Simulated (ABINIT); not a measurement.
Au:

```
Au
1.0
     2.74841    0.00000    0.00000
     0.00000    2.74841    0.00000
     0.00000    0.00000    2.74841
Au
1
Direct
  0.50000 0.50000 0.50000
```

The cell was built by a generator and needn't be a form met in nature.

Base run:

```yaml
Program: ABINIT 10.8.3 (patched build)
Functional: AM05
Potentials_or_basis: JTH PAW PBE v2.0
Cutoff: 653 eV
k_mesh: 10 × 10 × 10
Occupations: fermi-dirac, width 0.05 eV
Spin: no spin polarisation
```

Its results: band gap on the k mesh none (metal or under the smearing width); pressure -5.6 GPa.

Task: The run is repeated on the same cell with these changes: functional from AM05 to r2SCAN. What comes out?

Result: Band gap on the k mesh none (metal or under the smearing width); pressure -2.6 GPa.

Caveats: the PAW data sets were made with another functional, which shifts forces and pressure a little; spin-orbit coupling is left out, which moves the levels of the heavy elements.
